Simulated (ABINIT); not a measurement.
# WS2 in ABINIT: a series of runs

One slab, WS2, is run at these levels: LDA; tasks: dielectric tensor, optical spectrum by the Bethe-Salpeter equation, GW quasiparticle levels.

Everything below comes from runs of ABINIT 10.8.3 (patched build). Logs are shortened: lines on timing, memory, paths and dates and some standing lists are left out, and cuts for length are marked. The log counts tension as positive stress, the text compression.

## Step 1: Starting point

The cell holds a slab with vacuum, 3 atoms: a = 3.184 Å, b = 3.184 Å, c = 16.951 Å, α = 90.00°, β = 90.00°, γ = 120.00°.

## Step 2: Dielectric tensor, LDA

Contents of run.abi:

```
# Datasets
ndtset 3

# Pseudopotentials
pp_dirpath "./"
pseudos "W.upf, S.upf"

# Structure
acell 3.1835163552 3.1835163551 16.95057789 Angstrom
rprim
     1.0000000000     0.0000000000     0.0000000000
    -0.5000000000     0.8660254038     0.0000000000
     0.0000000000     0.0000000000     1.0000000000
ntypat 2
znucl 74 16
natom 3
typat 1 2 2
xred
            0.0            0.0            0.0
            1/3            2/3   0.0920005100
            1/3            2/3   0.9079994900

# Plane-wave basis
ecut 30.0

# k points
ngkpt 6 6 2
nshiftk 1
shiftk 0.0 0.0 0.5

# Exchange and correlation
ixc 7

# Bands and occupations
nband 13
occopt 1

# SCF cycle
nstep 80
diemac 6.0

# Output
prteig 0
prtebands 0
prtwf 0
prtden 0
prtpot 0

# Dataset 1: ground state
kptopt1 1
tolvrs1 1.0e-15
prtwf1 1

# Dataset 2: derivatives of the wave functions by k
iscf2 -3
rfelfd2 2
rfdir2 1 1 1
getwfk2 1
kptopt2 2
nqpt2 1
qpt2 0.0 0.0 0.0
tolwfr2 1.0e-18
prtwf2 1

# Dataset 3: response at q = 0 to electric field
rfelfd3 3
rfdir3 1 1 1
getwfk3 1
getddk3 2
kptopt3 2
nqpt3 1
qpt3 0.0 0.0 0.0
tolvrs3 1.0e-8
```

Contents of mrgddb.in:

```
merged_DDB
WS2
2
runo_DS1_DDB
runo_DS3_DDB
```

Contents of anaddb.abi:

```
ddb_filepath "merged_DDB"
output_file "anaddb.abo"
outdata_prefix "ana"
asr 1
chneut 1
dipdip 1
dieflag 2
enunit 0
```

Potentials or basis: PseudoDojo NC SR LDA v0.4.1 standard.

Run with:

```bash
abinit run.abi > log 2>&1
mrgddb < mrgddb.in > mrgddb.log 2>&1
anaddb anaddb.abi > anaddb.log 2>&1
```

run.abo:

```text
.Version 10.8.3 of ABINIT
 DATASET    1 : space group P-6 m 2 (#187); Bravais hP (primitive hexag.)
================================================================================
 Values of the parameters that define the memory need for DATASET  1.
     intxc =       0    ionmov =       0      iscf =       7    lmnmax =       8
     lnmax =       8     mgfft =     160  mpssoang =       4    mqgrid =    7898
     natom =       3  nloc_mem =       1    nspden =       1   nspinor =       1
    nsppol =       1      nsym =      12    n1xccc =    2501    ntypat =       2
    occopt =       1   xclevel =       1
       mpw =        7916          nfft =      144000          nkpt =           7
================================================================================
================================================================================

 DATASET    2 : space group P-6 m 2 (#187); Bravais hP (primitive hexag.)
================================================================================
 Values of the parameters that define the memory need for DATASET  2 (RF).
     intxc =       0      iscf =      -3    lmnmax =       8     lnmax =       8
     mgfft =     160  mpssoang =       4    mqgrid =    7898     natom =       3
  nloc_mem =       1    nspden =       1   nspinor =       1    nsppol =       1
      nsym =      12    n1xccc =    2501    ntypat =       2    occopt =       1
   xclevel =       1
      nfft =      144000          nkpt =          36
================================================================================
================================================================================

 DATASET    3 : space group P-6 m 2 (#187); Bravais hP (primitive hexag.)
================================================================================
 Values of the parameters that define the memory need for DATASET  3 (RF).
     intxc =       0      iscf =       7    lmnmax =       8     lnmax =       8
     mgfft =     160  mpssoang =       4    mqgrid =    7898     natom =       3
  nloc_mem =       1    nspden =       1   nspinor =       1    nsppol =       1
      nsym =      12    n1xccc =    2501    ntypat =       2    occopt =       1
   xclevel =       1
      nfft =      144000          nkpt =          36
================================================================================
================================================================================

--------------------------------------------------------------------------------
------------- Echo of variables that govern the present computation ------------
--------------------------------------------------------------------------------
 -outvars: echo values of preprocessed input variables --------
            acell      6.0159740287E+00  6.0159740285E+00  3.2031949888E+01 Bohr
              amu      1.83850000E+02  3.20660000E+01
           diemac      6.00000000E+00
             ecut      3.00000000E+01 Hartree
           getddk1          0
           getddk2          0
           getddk3          2
           getwfk1          0
           getwfk2          1
           getwfk3          1
             iscf1          7
             iscf2         -3
             iscf3          7
              ixc           7
           jdtset        1    2    3
           kptopt1          1
           kptopt2          2
           kptopt3          2
         kptrlatt        6    0    0      0    6    0      0    0    2
          kptrlen      3.60958442E+01
            natom           3
            nband1         13
            nband2         13
            nband3         13
           ndtset           3
            ngfft          30      30     160
[... 500 lines left out ...]

 mkfilename : getddk/=0, take file _1WF from output of DATASET   2.

 Exchange-correlation functional for the present dataset will be:
  LDA: Perdew-Wang 92 LSD fit to Ceperley-Alder data - ixc=7
  J.P.Perdew and Y.Wang, PRB 45, 13244 (1992)

 Real(R)+Recip(G) space primitive vectors, cartesian coordinates (Bohr,Bohr^-1):
 R(1)=  6.0159740  0.0000000  0.0000000  G(1)=  0.1662241  0.0959695  0.0000000
 R(2)= -3.0079870  5.2099863  0.0000000  G(2)=  0.0000000  0.1919391  0.0000000
 R(3)=  0.0000000  0.0000000 32.0319499  G(3)=  0.0000000  0.0000000  0.0312188
 Unit cell volume ucvol=  1.0039820E+03 bohr^3
 Angles (23,13,12)=  9.00000000E+01  9.00000000E+01  1.20000000E+02 degrees
 setup1 : take into account q-point for computing boxcut.

 getcut: wavevector=  0.0000  0.0000  0.0000  ngfft=  30  30 160
         ecut(hartree)=     30.000   => boxcut(ratio)=   2.02400
--------------------------------------------------------------------------------

 ==>  initialize data related to q vector <==

 The list of irreducible perturbations for this q vector is:
    1)    idir= 1    ipert=   5
    2)    idir= 3    ipert=   5

================================================================================

 The perturbation idir=   2  ipert=   5 is
 symmetric of a previously calculated perturbation.
 So, its SCF calculation is not needed.

--------------------------------------------------------------------------------
 Perturbation wavevector (in red.coord.)   0.000000  0.000000  0.000000
 Perturbation : homogeneous electric field along direction   1
 The set of symmetries contains only one element for this perturbation.
 symkpt : not enough symmetry to change the number of k points.

--------------------------------------------------------------------------------

--------------------------------------------------------------------------------
[... 39 lines left out ...]
 2DEtotal=   -0.5896100727E+03 Ha. Also 2DEtotal=   -0.160441074217E+05 eV
    (  non-var. 2DEtotal :   -5.8960995744E+02 Ha)

--------------------------------------------------------------------------------
 Perturbation wavevector (in red.coord.)   0.000000  0.000000  0.000000
 Perturbation : homogeneous electric field along direction   3
 The set of symmetries contains only one element for this perturbation.
 symkpt : not enough symmetry to change the number of k points.

--------------------------------------------------------------------------------

--------------------------------------------------------------------------------
[... 37 lines left out ...]
 2DEtotal=   -0.1319457690E+01 Ha. Also 2DEtotal=   -0.359042728337E+02 eV
    (  non-var. 2DEtotal :   -1.3194577324E+00 Ha)
================================================================================

 ---- first-order wavefunction calculations are completed ----

 ==> Compute Derivative Database <==
 The violation of the charge neutrality conditions
 by the effective charges is as follows :
    atom        electric field
 displacement     direction
       1               1       -0.076633        0.000000
       1               2        0.000000        0.000000
       1               3        0.000000        0.000000
       2               1        0.000000        0.000000
       2               2       -0.076633        0.000000
       2               3        0.000000        0.000000
       3               1        0.000000        0.000000
       3               2        0.000000        0.000000
       3               3       -0.000064        0.000000

 Effective charge tensors after
 imposition of the charge neutrality (if requested by user),
 and eventual restriction to some part :
   atom    displacement
         1         1   -6.785442E-01    0.000000E+00    0.000000E+00
         1         2    1.291796E-16   -6.785442E-01    0.000000E+00
         1         3    0.000000E+00    0.000000E+00   -8.251723E-02
         2         1    3.392721E-01    0.000000E+00    0.000000E+00
         2         2   -6.458983E-17    3.392721E-01    0.000000E+00
         2         3    0.000000E+00    0.000000E+00    4.125861E-02
         3         1    3.392721E-01    0.000000E+00    0.000000E+00
         3         2   -6.458983E-17    3.392721E-01    0.000000E+00
         3         3    0.000000E+00    0.000000E+00    4.125861E-02
 Now, the imaginary part of the dynamical matrix is zeroed

  Dielectric tensor, in cartesian coordinates,
     j1       j2             matrix element
  dir pert dir pert     real part    imaginary part

   1    5   1    5         6.0741370367        -0.0000000000

   2    5   2    5         6.0741370366        -0.0000000000

   3    5   3    5         1.4292264230        -0.0000000000

  Effective charges, in cartesian coordinates,
  (from electric field response)
   if specified in the inputs, charge neutrality has been imposed
     j1       j2             matrix element
  dir pert dir pert     real part    imaginary part

   1    1   1    5        -0.6785441875         0.0000000000
   1    2   1    5         0.3392720949         0.0000000000
   1    3   1    5         0.3392720949         0.0000000000

   2    1   2    5        -0.6785441875         0.0000000000
   2    2   2    5         0.3392720949         0.0000000000
   2    3   2    5         0.3392720949         0.0000000000

   3    1   3    5        -0.0825172292         0.0000000000
   3    2   3    5         0.0412586146         0.0000000000
   3    3   3    5         0.0412586146         0.0000000000

== END DATASET(S) ==============================================================
================================================================================

 -outvars: echo values of variables after computation  --------
            acell      6.0159740287E+00  6.0159740285E+00  3.2031949888E+01 Bohr
           etotal1    -9.8137666521E+01
           etotal2    -1.0111505986E+00
           etotal3    -1.3194576898E+00
            fcart1     1.0443593712E-28 -3.3593550573E-28 -0.0000000000E+00
                      -7.4597097946E-30 -6.4602981871E-29 -8.2973135405E-03
                      -9.6976227330E-29  4.0053848760E-28  8.2973135405E-03
            fcart3     0.0000000000E+00  0.0000000000E+00  0.0000000000E+00
                       0.0000000000E+00  0.0000000000E+00  0.0000000000E+00
                       0.0000000000E+00  0.0000000000E+00  0.0000000000E+00
            rprim      1.0000000000E+00  0.0000000000E+00  0.0000000000E+00
                      -5.0000000000E-01  8.6602540380E-01  0.0000000000E+00
                       0.0000000000E+00  0.0000000000E+00  1.0000000000E+00
           strten1     8.7584084606E-05  8.7584084628E-05  5.0626809045E-05
                       0.0000000000E+00  0.0000000000E+00 -1.4952836667E-14
           strten3     0.0000000000E+00  0.0000000000E+00  0.0000000000E+00
                       0.0000000000E+00  0.0000000000E+00  0.0000000000E+00
           xangst      0.0000000000E+00  0.0000000000E+00  0.0000000000E+00
                       3.3333392411E-11  1.8380040246E+00  1.5594618107E+00
                       3.3333392411E-11  1.8380040246E+00  1.5391116079E+01
             xred      0.0000000000E+00  0.0000000000E+00  0.0000000000E+00
                       3.3333333333E-01  6.6666666667E-01  9.2000510000E-02
                       3.3333333333E-01  6.6666666667E-01  9.0799949000E-01
 Calculation completed.
```

It took 18 min on 1 thread of Arm Neoverse V2, shared host; peak memory 0.27 GiB.

What came out:

- Free energy: -2670.4619 eV
- Largest force: 0.427 eV/Å
- Electronic dielectric tensor (diagonal): 6.07, 6.07, 1.43
- Born charges (mean of the diagonal): W -0.48; S +0.24 e

Forces in eV/Å, atoms in the order of the input:
```
W    0.000  0.000  0.000
S    0.000  0.000 -0.427
S    0.000  0.000  0.427
```

Electronic dielectric tensor:
```
6.07 0.00 0.00
0.00 6.07 0.00
0.00 0.00 1.43
```

Born effective charge tensors (e):
atom 1, W
```
-0.68  0.00  0.00
 0.00 -0.68  0.00
 0.00  0.00 -0.08
```
atom 2, S
```
0.34 0.00 0.00
0.00 0.34 0.00
0.00 0.00 0.04
```
atom 3, S
```
0.34 0.00 0.00
0.00 0.34 0.00
0.00 0.00 0.04
```

Caveat: the k mesh is coarse (spacing up to 0.38 Å⁻¹), so the values aren't converged. The run has no spin-orbit coupling, so splittings on W are missing.

[end of part 1 of 2]
